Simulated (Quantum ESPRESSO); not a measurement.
# HfN: phonon spectrum and thermodynamics under several settings

```
Hf N
1.0
     3.13391    0.00000    0.00000
    -1.56695    2.71404    0.00000
     0.00000    0.00000    5.41677
Hf N
2 2
Direct
  0.33333 0.66667 0.25000
  0.66667 0.33333 0.75000
  0.00000 0.00000 0.50000
  0.00000 0.00000 0.00000
```

The cell comes from a database or a generator and needn't be the stable form of this composition.

All runs used Quantum ESPRESSO 7.5; k mesh 8 × 8 × 4; relaxed cell; no spin polarisation; cutoff 612 eV; occupations methfessel-paxton, width 0.272 eV; q mesh 2 × 2 × 1.

| level | potentials | volume (Å³/atom) | highest frequency (cm⁻¹) | zero-point energy (meV/atom) | entropy at room temperature (k_B/atom) |
| --- | --- | --- | --- | --- | --- |
| PBE | GBRV 1.5 PBE | 11.75 | 640 | 58.7 | 2.69 |
| PBEsol | GBRV 1.5 PBEsol | ? | ? | ? | ? |

**Question.** What stands in the row left open?

**Answer.** Volume 11.39 Å³/atom; highest frequency 662 cm⁻¹; zero-point energy 61.3 meV/atom; entropy at room temperature 2.59 k_B/atom.

Caveats: the mesh is thin for the phonons of a metal; λ from interpolated matrix elements is rough: modes that symmetry makes equal can differ by tens of percent.

For the row left open. Caveat: the mesh is thin for the phonons of a metal; λ from interpolated matrix elements is rough: modes that symmetry makes equal can differ by tens of percent; the q mesh is small, so phonon branches between its points and thermal values are rough.
